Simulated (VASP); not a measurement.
# CuI (P4/nmm) in VASP: a series of runs, part 2 of 2

VASP 6.6.1. The steps go on from the part before.

### Step 3. Band structure, LDA

Input file POSCAR:

```
CuI
1.0
    4.0901961900      0.0000000000      0.0000000000
    0.0000000000      4.0901961900      0.0000000000
    0.0000000000      0.0000000000      6.5514580400
I Cu
2 2
Direct
    0.0000000000      0.5000000000      0.7430343600
    0.5000000000      0.0000000000      0.2569656400
    0.0000000000      0.0000000000      0.0000000000
    0.5000000000      0.5000000000      0.0000000000
```

Input file INCAR.step1:

```
PREC     = Accurate       # precision mode
ENCUT    = 520            # plane-wave cutoff, eV
EDIFF    = 1E-6           # SCF threshold, eV
ISMEAR   = 0              # smearing method
SIGMA    = 0.02           # smearing width, eV
LREAL    = F              # projectors in reciprocal space
LASPH    = T              # aspherical terms in the spheres
NELM     = 100            # most SCF steps
ALGO     = Normal         # electronic algorithm
ISIF     = 2              # what is computed and relaxed
LWAVE    = F              # write WAVECAR
LCHARG   = T              # write CHGCAR
LMAXMIX  = 4              # l up to which the mixer works
```

Input file KPOINTS.step1:

```
Automatic mesh
0
Gamma
  8 8 4
```

Input file INCAR.step2:

```
PREC     = Accurate       # precision mode
ENCUT    = 520            # plane-wave cutoff, eV
EDIFF    = 1E-6           # SCF threshold, eV
ISMEAR   = 0              # smearing method
SIGMA    = 0.05           # smearing width, eV
LREAL    = F              # projectors in reciprocal space
LASPH    = T              # aspherical terms in the spheres
NELM     = 100            # most SCF steps
ALGO     = Normal         # electronic algorithm
ISIF     = 2              # what is computed and relaxed
LWAVE    = F              # write WAVECAR
LCHARG   = F              # write CHGCAR
LMAXMIX  = 4              # l up to which the mixer works
ICHARG   = 11             # starting density
```

Input file KPOINTS.step2:

```
path GXMGZRAZ,XR,MA
10
line-mode
reciprocal
 0.0000000000  0.0000000000  0.0000000000  G
 0.0000000000  0.5000000000  0.0000000000  X

 0.0000000000  0.5000000000  0.0000000000  X
 0.5000000000  0.5000000000  0.0000000000  M

 0.5000000000  0.5000000000  0.0000000000  M
 0.0000000000  0.0000000000  0.0000000000  G

 0.0000000000  0.0000000000  0.0000000000  G
 0.0000000000  0.0000000000  0.5000000000  Z

 0.0000000000  0.0000000000  0.5000000000  Z
 0.0000000000  0.5000000000  0.5000000000  R

 0.0000000000  0.5000000000  0.5000000000  R
 0.5000000000  0.5000000000  0.5000000000  A

 0.5000000000  0.5000000000  0.5000000000  A
 0.0000000000  0.0000000000  0.5000000000  Z

 0.0000000000  0.5000000000  0.0000000000  X
 0.0000000000  0.5000000000  0.5000000000  R

 0.5000000000  0.5000000000  0.0000000000  M
 0.5000000000  0.5000000000  0.5000000000  A
```

Potentials or basis: VASP PAW LDA potentials, release 64 (I, Cu).

On the command line:

```console
cat potpaw_LDA.64/I/POTCAR potpaw_LDA.64/Cu/POTCAR > POTCAR
cp INCAR.step1 INCAR
cp KPOINTS.step1 KPOINTS
mpirun -np 1 vasp_std > vasp.out
cp INCAR.step2 INCAR
cp KPOINTS.step2 KPOINTS
mpirun -np 1 vasp_std > vasp.out
```

OUTCAR:

```text
PREC = Accurate
   ENCUT = 520
   EDIFF = 1E-6
   ISMEAR = 0
   LREAL = F
   LASPH = T
   NELM = 100
   ISIF = 2
   ICHARG = 11

 ion  position               nearest neighbor table
   1  0.000  0.500  0.743-   3 2.65   4 2.65   3 2.65   4 2.65
   2  0.500  0.000  0.257-   3 2.65   4 2.65   4 2.65   3 2.65
   3  0.000  0.000  0.000-   1 2.65   2 2.65   1 2.65   2 2.65
   4  0.500  0.500  0.000-   1 2.65   2 2.65   2 2.65   1 2.65

  LATTYP: Found a simple tetragonal cell.
 ALAT       =     4.0901961900
 C/A-ratio  =     1.6017466487

  Lattice vectors:

 A1 = (   4.0901961900,   0.0000000000,   0.0000000000)
 A2 = (   0.0000000000,   4.0901961900,   0.0000000000)
 A3 = (   0.0000000000,   0.0000000000,   6.5514580400)

Analysis of symmetry for initial positions (statically):
=====================================================================
 Subroutine PRICEL returns:
 Original cell was already a primitive cell.

 Routine SETGRP: Setting up the symmetry group for a
 simple tetragonal supercell.

 Subroutine GETGRP returns: Found 16 space group operations
[... 162 lines left out ...]
  energy without entropy =      -13.39434039  energy(sigma->0) =      -13.39434039

 E-fermi :   4.4002     XC(G=0):  -9.3460

 val. band max:        4.1852371184   @ k =   0.0000   0.0000   0.0000
 cond. band min:       5.6327744649   @ k =   0.0000   0.0000   0.0000
 fundamental gap:      1.4475373465
 Fermi energy:         4.4002448857

 k-point     1 :       0.0000    0.0000    0.0000
  band No.  band energies     occupation
      1      -9.7129      2.00000
      2      -9.0267      2.00000
      3      -1.5903      2.00000
      4       0.4126      2.00000
      5       0.6067      2.00000
      6       0.6067      2.00000
[... 589 lines left out ...]
     21       7.9051      0.00000
     22       7.9328      0.00000

 [... further k-points ...]

------------------------ aborting loop because EDIFF is reached ----------------------------------------

  FORCE on cell =-STRESS in cart. coord.  units (eV):
  Direction    XX          YY          ZZ          XY          YZ          ZX
  --------------------------------------------------------------------------------------
  -------------------------------------------------------------------------------------
  Total       -4.9551669     -4.9551669     -6.8652636      0.0000000      0.0000000      0.0000000
  in kB      -72.4340257    -72.4340257   -100.3555870      0.0000000      0.0000000      0.0000000
  external PRESSURE =     -81.7412128 kB  Pullay stress =       0.0000000 kB

 VOLUME and BASIS-vectors are now :
 -----------------------------------------------------------------------------
  energy-cutoff  :      520.00
  volume of cell :      109.60
      direct lattice vectors                 reciprocal lattice vectors
     4.090196190  0.000000000  0.000000000     0.244487050  0.000000000  0.000000000
     0.000000000  4.090196190  0.000000000     0.000000000  0.244487050  0.000000000
     0.000000000  0.000000000  6.551458040     0.000000000  0.000000000  0.152637778

 POSITION                                       TOTAL-FORCE (eV/Angst)
 -----------------------------------------------------------------------------------
      0.00000      2.04510      4.86796         0.000000      0.000000      0.506059
      2.04510      0.00000      1.68350         0.000000     -0.000000     -0.506059
      0.00000      0.00000      0.00000         0.000000      0.000000      0.000000
      2.04510      2.04510      0.00000         0.000000     -0.000000      0.000000
 -----------------------------------------------------------------------------------
    total drift:                                0.000000      0.000000      0.000000

  FREE ENERGIE OF THE ION-ELECTRON SYSTEM (eV)
  ---------------------------------------------------
  free  energy   TOTEN  =       -13.3943403887 eV

  energy  without entropy=      -13.3943403886  energy(sigma->0) =      -13.39434039
```

OUTCAR.step1:

```text
PREC = Accurate
   ENCUT = 520
   EDIFF = 1E-6
   ISMEAR = 0
   LREAL = F
[... 831 lines left out ...]
      0.00000      2.04510      4.86796        -0.000000      0.000000      0.471860
      2.04510      0.00000      1.68350         0.000000      0.000000     -0.471860
      0.00000      0.00000      0.00000        -0.000000      0.000000      0.000000
      2.04510      2.04510      0.00000        -0.000000     -0.000000      0.000000
 -----------------------------------------------------------------------------------
    total drift:                                0.000000      0.000000      0.000000

  FREE ENERGIE OF THE ION-ELECTRON SYSTEM (eV)
  ---------------------------------------------------
  free  energy   TOTEN  =       -13.8397251420 eV

  energy  without entropy=      -13.8397251420  energy(sigma->0) =      -13.83972514
```

It took 92 s on 1 thread of Intel Xeon 6975P-C (Granite Rapids), shared host; peak memory 0.3 GiB.

Results:

* Band gap on the k mesh: 1.45 eV, direct
* Band gap along the path: 1.45 eV, direct

Levels at the corners of the path, in eV from the valence-band top:
| point | band 14 | band 15 | band 16 | band 17 | band 18 | band 19 | band 20 | band 21 | band 22 |
| --- | --- | --- | --- | --- | --- | --- | --- | --- | --- |
| Γ | -1.41 | -1.22 | -0.78 | 0.00 | 0.00 | 1.45 | 2.98 | 3.27 | 4.96 |
| X | -1.95 | -1.14 | -1.14 | -0.48 | -0.48 | 3.55 | 3.55 | 4.92 | 4.92 |
| X | -1.95 | -1.14 | -1.14 | -0.48 | -0.48 | 3.55 | 3.55 | 4.92 | 4.92 |
| M | -1.74 | -1.72 | -1.72 | -1.13 | -1.13 | 2.60 | 2.60 | 2.76 | 2.76 |
| M | -1.74 | -1.72 | -1.72 | -1.13 | -1.13 | 2.60 | 2.60 | 2.76 | 2.76 |
| Γ | -1.41 | -1.22 | -0.78 | 0.00 | 0.00 | 1.45 | 2.98 | 3.27 | 4.96 |
| Γ | -1.41 | -1.22 | -0.78 | 0.00 | 0.00 | 1.45 | 2.98 | 3.27 | 4.96 |
| Z | -1.33 | -1.33 | -1.22 | -0.29 | -0.29 | 3.16 | 3.17 | 3.39 | 4.37 |
| Z | -1.33 | -1.33 | -1.22 | -0.29 | -0.29 | 3.16 | 3.17 | 3.39 | 4.37 |
| R | -1.96 | -0.76 | -0.76 | -0.45 | -0.45 | 2.19 | 2.19 | 5.11 | 5.11 |
| R | -1.96 | -0.76 | -0.76 | -0.45 | -0.45 | 2.19 | 2.19 | 5.11 | 5.11 |
| A | -1.80 | -1.74 | -1.74 | -1.06 | -1.06 | 4.01 | 4.01 | 4.04 | 4.04 |
| A | -1.80 | -1.74 | -1.74 | -1.06 | -1.06 | 4.01 | 4.01 | 4.04 | 4.04 |
| Z | -1.33 | -1.33 | -1.22 | -0.29 | -0.29 | 3.16 | 3.17 | 3.39 | 4.37 |
| X | -1.95 | -1.14 | -1.14 | -0.48 | -0.48 | 3.55 | 3.55 | 4.92 | 4.92 |
| R | -1.96 | -0.76 | -0.76 | -0.45 | -0.45 | 2.19 | 2.19 | 5.11 | 5.11 |
| M | -1.74 | -1.72 | -1.72 | -1.13 | -1.13 | 2.60 | 2.60 | 2.76 | 2.76 |
| A | -1.80 | -1.74 | -1.74 | -1.06 | -1.06 | 4.01 | 4.01 | 4.04 | 4.04 |

Caveat: the log is that of the step along the path at fixed density, whose energy, stress, charges and moments have no meaning; spin-orbit coupling is left out, which moves the levels of the heavy elements.
